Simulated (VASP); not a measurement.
# Ge (Imma) in VASP: settings compared

Aim: see how the results for Ge move with the level of theory and the settings. Levels: PBE, LDA. Tasks: single point.

Program: VASP 6.6.1. These are calculated values, not measurements. Logs are shortened: lines on timing, memory, paths and dates and some standing lists are left out, and cuts for length are marked.

## 1. The structure

Symmetry: Imma, No. 74, orthorhombic system. Conventional cell: a = 4.992 Å, b = 5.302 Å, c = 2.874 Å, α = 90.00°, β = 90.00°, γ = 90.00°. Ge (site symmetry mm2) has 6 Ge at 2.68 to 2.87 Å as nearest neighbours.

This isn't the form of Ge at room conditions, which is diamond.

## 2. Single point, PBE

File INCAR:

```
SYSTEM = Ge
ALGO     = Normal         ! electronic algorithm
EDIFF    = 1E-6           ! SCF threshold, eV
ENCUT    = 520            ! plane-wave cutoff, eV
GGA      = PE             ! functional
ISIF     = 2              ! what is computed and relaxed
ISMEAR   = 0              ! smearing method
LASPH    = .True.         ! aspherical terms in the spheres
LCHARG   = .False.        ! write CHGCAR
LREAL    = .False.        ! projectors in reciprocal space
LWAVE    = .False.        ! write WAVECAR
NBANDS   = 21             ! bands
NELM     = 100            ! most SCF steps
PREC     = Accurate       ! precision mode
SIGMA    = 0.1            ! smearing width, eV
```

File KPOINTS:

```
k-points
0
Gamma
  6 6 6
  0 0 0
```

File POSCAR:

```
Ge
1.0
   -2.4958980000      2.6508630000      1.4369470000
    2.4958980000     -2.6508630000      1.4369470000
    2.4958980000      2.6508630000     -1.4369470000
Ge
2
Direct
    0.1859430000      0.9359430000      0.2500000000
    0.8140570000      0.0640570000      0.7500000000
```

Potentials or basis: VASP PAW PBE potentials, release 64 (Ge_d).

Launch:

```
$ cat potpaw_PBE.64/Ge_d/POTCAR > POTCAR
$ mpirun -np 1 vasp_std > vasp.out
```

OUTCAR:

```text
SYSTEM = Ge
   EDIFF = 1E-6
   ENCUT = 520
   GGA = PE
   ISIF = 2
   ISMEAR = 0
   LASPH = .True.
   LREAL = .False.
   NELM = 100
   PREC = Accurate

 ion  position               nearest neighbor table
   1  0.186  0.936  0.250-   2 2.68   2 2.68   2 2.72   2 2.72
   2  0.814  0.064  0.750-   1 2.68   1 2.68   1 2.72   1 2.72

  LATTYP: Found a body centered orthorhombic cell.
 ALAT       =     2.8738940000
 B/A-ratio  =     1.7369450648
 C/A-ratio  =     1.8447882907

  Lattice vectors:

 A1 = (   2.4958980000,  -2.6508630000,   1.4369470000)
 A2 = (  -2.4958980000,  -2.6508630000,  -1.4369470000)
 A3 = (   2.4958980000,   2.6508630000,  -1.4369470000)

Analysis of symmetry for initial positions (statically):
=====================================================================
 Subroutine PRICEL returns:
 Original cell was already a primitive cell.

 Routine SETGRP: Setting up the symmetry group for a
 body centered orthorhombic supercell.

 Subroutine GETGRP returns: Found  8 space group operations
 (whereof  4 operations were pure point group operations)
 out of a pool of  8 trial point group operations.

The static configuration has the point symmetry C_2h.
 The point group associated with its full space group is D_2h.

Analysis of symmetry for dynamics (positions and initial velocities):
=====================================================================
 Subroutine PRICEL returns:
 Original cell was already a primitive cell.

 Routine SETGRP: Setting up the symmetry group for a
 body centered orthorhombic supercell.

 Subroutine GETGRP returns: Found  8 space group operations
 (whereof  4 operations were pure point group operations)
 out of a pool of  8 trial point group operations.

The dynamic configuration has the point symmetry C_2h.
 The point group associated with its full space group is D_2h.

 Subroutine INISYM returns: Found  8 space group operations
 (whereof  4 operations are pure point group operations),
 and found     1 'primitive' translations

----------------------------------------------------------------------------------------

                                     Primitive cell

  volume of cell :      38.0290

  direct lattice vectors                    reciprocal lattice vectors
    -2.495898000  2.650863000  1.436947000     0.000000000  0.188617820  0.347959946
     2.495898000 -2.650863000  1.436947000     0.200328699  0.000000000  0.347959946
     2.495898000  2.650863000 -1.436947000     0.200328699  0.188617820  0.000000000

  length of vectors
     3.914255760  3.914255760  3.914255760     0.395793893  0.401506801  0.275151358

  position of ions in fractional coordinates (direct lattice)
     0.185943000  0.935943000  0.250000000
     0.814057000  0.064057000  0.750000000

  ion indices of the primitive-cell ions
   primitive index   ion index
                 1           1
                 2           2

----------------------------------------------------------------------------------------

 KPOINTS: k-points

Automatic generation of k-mesh.
 Grid dimensions read from file:
 generate k-points for:    6    6    6

 Generating k-lattice:

  Cartesian coordinates                     Fractional coordinates (reciprocal lattice)
     0.000000000  0.031436303  0.057993324     0.166666667  0.000000000  0.000000000
     0.033388117  0.000000000  0.057993324     0.000000000  0.166666667  0.000000000
     0.033388117  0.031436303  0.000000000     0.000000000  0.000000000  0.166666667

  Length of vectors
     0.065965649  0.066917800  0.045858560

  Shift w.r.t. Gamma in fractional coordinates (k-lattice)
     0.000000000  0.000000000  0.000000000

 Subroutine IBZKPT returns following result:
 ===========================================

 Found     46 irreducible k-points:

 Following reciprocal coordinates:
            Coordinates               Weight
  0.000000  0.000000  0.000000      1.000000
  0.166667 -0.000000  0.000000      4.000000
  0.333333  0.000000  0.000000      4.000000
  0.500000  0.000000 -0.000000      2.000000
 -0.000000  0.166667  0.000000      4.000000
  0.166667  0.166667  0.000000      8.000000
[... 16 lines left out ...]
 -0.166667  0.166667  0.166667      2.000000
  0.166667  0.333333  0.166667      4.000000
 [... further k-points ...]
   k-points           NKPTS =     46   k-points in BZ     NKDIM =     46   number of bands    NBANDS=     21
   number of dos      NEDOS =    301   number of ions     NIONS =      2
   total plane-waves  NPLWV =  27000
   dimension x,y,z NGX =    30 NGY =   30 NGZ =   30
   dimension x,y,z NGXF=    60 NGYF=   60 NGZF=   60
   ions per type =               2
   NGX,Y,Z   is equivalent  to a cutoff of  12.74, 12.74, 12.74 a.u.
   NGXF,Y,Z  is equivalent  to a cutoff of  25.48, 25.48, 25.48 a.u.
 SYSTEM =  Ge
   PREC   = accura    normal or accurate (medium, high low for compatibility)
   ISTART =      0    job   : 0-new  1-cont  2-samecut
   ICHARG =      2    charge: 1-file 2-atom 10-const
   ISPIN  =      1    spin polarized calculation?
   LNONCOLLINEAR =      F non collinear calculations
   LSORBIT =      F    spin-orbit coupling
   LASPH  =      T    aspherical Exc in radial PAW
   ENCUT  =  520.0 eV  38.22 Ry    6.18 a.u.   7.28  7.28  7.28*2*pi/ulx,y,z
   NELM   =    100;   NELMIN=  2; NELMDL= -5     # of ELM steps
   EDIFF  = 0.1E-05   stopping-criterion for ELM
   LREAL  =      F    real-space projection
   EDIFFG = 0.1E-04   stopping-criterion for IOM
   NSW    =      0    number of steps for IOM
   IBRION =     -1    ionic relax: 0-MD 1-quasi-New 2-CG
   NFREE  =      0    steps in history (QN), initial steepest desc. (CG)
   ISIF   =      2    stress and relaxation
   ISYM   =      2    0-nonsym 1-usesym 2-fastsym
   POTIM  = 0.5000    time-step for ionic-motion
   TEBEG  =    0.0;   TEEND  =   0.0 temperature during run
   PSTRESS=    0.0 pullay stress
   NELECT =      28.0000    total number of electrons
   NUPDOWN=      -1.0000    fix difference up-down
   EMIN   =  10.00;   EMAX   =-10.00  energy-range for DOS
   EFERMI =   0.00;   METHOD = LEGACY
   ISMEAR =     0;   SIGMA  =   0.10  broadening in eV -4-tet -1-fermi 0-gaus
   EFERMI_NEDOS =   21; number of points for ismear=-14 and -15
   IALGO  =     38    algorithm
   IMIX   =      4    mixing-type and parameters
     AMIX     =   0.40;   BMIX     =  1.00
     AMIX_MAG =   1.60;   BMIX_MAG =  1.00
  volume/ion in A,a.u.               =      19.01       128.32
  Fermi-wavevector in a.u.,A,eV,Ry     =   1.478277  2.793539 29.732860  2.185304
  Thomas-Fermi vector in A             =   2.592578
   LORBIT       =      0    0 simple, 1 ext, 2 COOP (PROOUT), +10 PAW based schemes
   GGA     = PE    functional components
   LHFCALC =     F    Hartree Fock is set to
   AEXX    =    0.0000 exact exchange contribution
   IVDW    =     0    specifies the selected vdW correction
   LEPSILON=     F    determine dielectric tensor
   LRPA    =     F    only Hartree local field effects (RPA)
 non-spin polarized calculation
 Gauss-broadening in eV      SIGMA  =   0.10
  energy-cutoff  :      520.00
  volume of cell :       38.03
 maximum number of plane-waves:      1044
 NGX is ok and might be reduce to    30
   NGX = 15   NGY = 15   NGZ = 15

 number of electron      28.0000014 magnetization

 Free energy of the ion-electron system (eV)
  ---------------------------------------------------
  ext. energy  EPLUGINS =         0.00000000
  ---------------------------------------------------
  free energy    TOTEN  =        -8.56633376 eV

  energy without entropy =       -8.56202631  energy(sigma->0) =       -8.56418004

 E-fermi :   6.7305     XC(G=0): -11.1867

 val. band max:        6.7058261325   @ k =   0.1667   0.5000   0.0000
 cond. band min:       6.7919134074   @ k =  -0.1667   0.5000   0.1667
 fundamental gap:      0.0860872749
 Fermi energy:         6.7304529741

 k-point     1 :       0.0000    0.0000    0.0000
  band No.  band energies     occupation
      1     -18.2008      2.00000
      2     -18.1327      2.00000
      3     -18.1306      2.00000
      4     -18.1200      2.00000
      5     -18.0939      2.00000
      6     -18.0529      2.00000
[... 13 lines left out ...]
     20      17.2521      0.00000
     21      19.1769      0.00000

 k-point     2 :       0.1667   -0.0000    0.0000
  band No.  band energies     occupation
      1     -18.1811      2.00000
      2     -18.1104      2.00000
      3     -18.1077      2.00000
      4     -18.0982      2.00000
      5     -18.0962      2.00000
      6     -18.0591      2.00000
[... 13 lines left out ...]
     20      15.9805      0.00000
     21      18.6254      0.00000

 k-point     3 :       0.3333    0.0000    0.0000
  band No.  band energies     occupation
      1     -18.1384      2.00000
      2     -18.1063      2.00000
      3     -18.0810      2.00000
      4     -18.0756      2.00000
      5     -18.0550      2.00000
      6     -18.0508      2.00000
[... 13 lines left out ...]
     20      14.3397      0.00000
     21      19.9727      0.00000

 k-point     4 :       0.5000    0.0000   -0.0000
  band No.  band energies     occupation
      1     -18.1073      2.00000
      2     -18.0960      2.00000
      3     -18.0928      2.00000
      4     -18.0822      2.00000
      5     -18.0683      2.00000
      6     -18.0471      2.00000
[... 13 lines left out ...]
     20      17.4406      0.00000
     21      18.7800      0.00000

 k-point     5 :      -0.0000    0.1667    0.0000
  band No.  band energies     occupation
      1     -18.1883      2.00000
      2     -18.1190      2.00000
      3     -18.1135      2.00000
      4     -18.1088      2.00000
      5     -18.0710      2.00000
      6     -18.0650      2.00000
[... 13 lines left out ...]
     20      16.0164      0.00000
     21      16.8684      0.00000
[... 382 lines left out ...]
     20      15.7671      0.00000
     21      17.7900      0.00000

 k-point    22 :       0.3333    0.1667    0.1667
  band No.  band energies     occupation
      1     -18.1552      2.00000
      2     -18.1386      2.00000
      3     -18.0877      2.00000
      4     -18.0842      2.00000
      5     -18.0386      2.00000
      6     -18.0147      2.00000
[... 13 lines left out ...]
     20      15.2763      0.00000
     21      16.8557      0.00000

 k-point    23 :      -0.1667    0.1667    0.1667
  band No.  band energies     occupation
      1     -18.1850      2.00000
      2     -18.1435      2.00000
      3     -18.1401      2.00000
      4     -18.0981      2.00000
      5     -18.0594      2.00000
      6     -18.0503      2.00000
[... 13 lines left out ...]
     20      17.3463      0.00000
     21      18.6073      0.00000

 k-point    24 :       0.1667    0.3333    0.1667
  band No.  band energies     occupation
      1     -18.1677      2.00000
      2     -18.1482      2.00000
      3     -18.1071      2.00000
      4     -18.0614      2.00000
      5     -18.0535      2.00000
      6     -18.0244      2.00000
[... 13 lines left out ...]
     20      15.5116      0.00000
     21      16.5872      0.00000

 [... further k-points ...]

------------------------ aborting loop because EDIFF is reached ----------------------------------------

  FORCE on cell =-STRESS in cart. coord.  units (eV):
  Direction    XX          YY          ZZ          XY          YZ          ZX
  --------------------------------------------------------------------------------------
  -------------------------------------------------------------------------------------
  Total        0.0572621      1.4375068     -0.2731653      0.0000000      0.0000000      0.0000000
  in kB        2.4124763     60.5627545    -11.5085679      0.0000000      0.0000000      0.0000000
  external PRESSURE =      17.1555543 kB  Pullay stress =       0.0000000 kB

 VOLUME and BASIS-vectors are now :
 -----------------------------------------------------------------------------
  energy-cutoff  :      520.00
  volume of cell :       38.03
      direct lattice vectors                 reciprocal lattice vectors
    -2.495898000  2.650863000  1.436947000     0.000000000  0.188617820  0.347959946
     2.495898000 -2.650863000  1.436947000     0.200328699  0.000000000  0.347959946
     2.495898000  2.650863000 -1.436947000     0.200328699  0.188617820  0.000000000

 POSITION                                       TOTAL-FORCE (eV/Angst)
 -----------------------------------------------------------------------------------
      2.49590     -1.32543      1.25285        -0.000000     -0.000000     -0.015831
      0.00000      3.97629      0.18409         0.000000      0.000000      0.015831
 -----------------------------------------------------------------------------------
    total drift:                                0.000000      0.000000     -0.000000

  FREE ENERGIE OF THE ION-ELECTRON SYSTEM (eV)
  ---------------------------------------------------
  free  energy   TOTEN  =        -8.5663337585 eV

  energy  without entropy=       -8.5620263120  energy(sigma->0) =       -8.56418004
```

Run time: 67 s. Hardware: 1 thread of Intel Xeon Platinum 8175M at 2.50GHz (Skylake/Cascade Lake), shared host; peak memory 0.18 GiB.

What came out:

| Item | Value |
| --- | --- |
| Free energy | -8.5663 eV |
| Pressure | 1.7 GPa |
| Largest force | 0.016 eV/Å |
| Band gap on the k mesh | none (metal or under the smearing width) |

Forces on the atoms (eV/Å):
```
Ge   0.000  0.000 -0.016
Ge   0.000  0.000  0.016
```

Caveat: the k mesh is coarse (spacing up to 0.42 Å⁻¹), so the values aren't converged.

## 3. Single point, PBE

File INCAR:

```
  PREC = Accurate
  ENCUT = 520
  EDIFF = 1E-6
  ISMEAR = 0
  SIGMA = 0.1
  LREAL = False
  LASPH = True
  NELM = 100
  ALGO = Normal
  ISIF = 2
  LWAVE = False
  LCHARG = False
  GGA = PE
  NBANDS = 21
```

File KPOINTS:

```
Automatic mesh
0
Gamma
  6 6 6
```

POSCAR is that of step 2.

Potentials or basis: VASP PAW PBE potentials, release 64 (Ge_d).

Launch:

```
$ cat potpaw_PBE.64/Ge_d/POTCAR > POTCAR
$ mpirun -np 1 vasp_std > vasp.out
```

Wall time 56 s (1 thread of Intel Xeon Platinum 8175M at 2.50GHz (Skylake/Cascade Lake), shared host); peak memory 0.18 GiB.

Results (log left out):

```yaml
Free_energy: -8.5663 eV
Pressure: 1.7 GPa
Largest_force: 0.016 eV/Å
Band_gap_on_the_k_mesh: none (metal or under the smearing width)
```

Forces on the atoms (eV/Å):
```
Ge   0.000  0.000 -0.016
Ge   0.000  0.000  0.016
```

Stress tensor (GPa, compression positive):
```
 0.24  0.00  0.00
 0.00  6.06  0.00
 0.00  0.00 -1.15
```

Levels at points of the mesh, in eV from the Fermi level:
```
           k point  band 10  band 11  band 12  band 13  band 14  band 15  band 16  band 17  band 18  band 19
(0.00, 0.00, 0.00)   -24.62   -13.29    -4.01    -2.55    -2.09     3.28     6.76     6.98     7.70     8.04
(0.50, 0.00, 0.00)   -24.72    -8.23    -7.15    -2.14    -1.74    -0.97     1.31     3.01     4.12     9.19
(0.00, 0.50, 0.00)   -24.64    -8.38    -6.09    -3.64    -2.45    -1.97     2.95     3.82     6.37     8.32
(0.50, 0.50, 0.00)   -24.72   -10.55   -10.55     0.46     0.46     2.10     2.10     6.57     6.57    10.52
(0.50, 0.50, 0.50)   -24.73    -9.29    -8.41    -6.02    -5.78     4.21     6.67    10.53    11.09    12.45
```

Caveat: the k mesh is coarse (spacing up to 0.42 Å⁻¹), so the values aren't converged.

## 4. Single point, LDA

This run uses another cell than the first one, of 16.66 Å³/atom, 0.876 times its volume.

File INCAR:

```
ALGO     = Normal         # electronic algorithm
EDIFF    = 1E-7           # SCF threshold, eV
ENCUT    = 520            # plane-wave cutoff, eV
GGA      = CA             # functional
ISIF     = 2              # what is computed and relaxed
ISMEAR   = 0              # smearing method
LASPH    = True           # aspherical terms in the spheres
LCHARG   = False          # write CHGCAR
LREAL    = False          # projectors in reciprocal space
LWAVE    = False          # write WAVECAR
NBANDS   = 21             # bands
NELM     = 60             # most SCF steps
PREC     = Accurate       # precision mode
SIGMA    = 0.1            # smearing width, eV
```

File KPOINTS:

```
Automatic mesh
0
Gamma
  2 1 1
  0 0.21 0.66
```

File POSCAR:

```
Ge
1.0
   -2.3881496354      2.5364247685      1.3749137401
    2.3881496354     -2.5364247685      1.3749137401
    2.3881496354      2.5364247685     -1.3749137401
Ge
2
Direct
    0.1859430000      0.9359430000      0.2500000000
    0.8140570000      0.0640570000      0.7500000000
```

Potentials or basis: VASP PAW LDA potentials, release 64 (Ge_d).

Launch:

```
$ cat potpaw_LDA.64/Ge_d/POTCAR > POTCAR
$ mpirun -np 1 vasp_std > vasp.out
```

It took 5.9 s on 1 thread of Intel Xeon Platinum 8175M at 2.50GHz (Skylake/Cascade Lake), shared host; peak memory 0.13 GiB.

The run converged. Its results:

* Free energy: -11.9353 eV
* Pressure: -5.4 GPa
* Largest force: 0.041 eV/Å
* Band gap on the k mesh: none (metal or under the smearing width)

Forces on the atoms (eV/Å):
```
Ge   0.000  0.000 -0.041
Ge   0.000  0.000  0.041
```

Stress tensor (GPa, compression positive):
```
 24.48   0.00   0.00
  0.00 -27.01   0.00
  0.00   0.00 -13.71
```

Levels at points of the mesh, in eV from the Fermi level:
```csv
k point,band 12,band 13,band 14,band 15,band 16,band 17
"(0.00, 0.21, -0.34)",-4.59,-0.58,2.66,3.95,4.62,6.01
```

Caveat: the k mesh is coarse (spacing up to 2.64 Å⁻¹), so the values aren't converged.
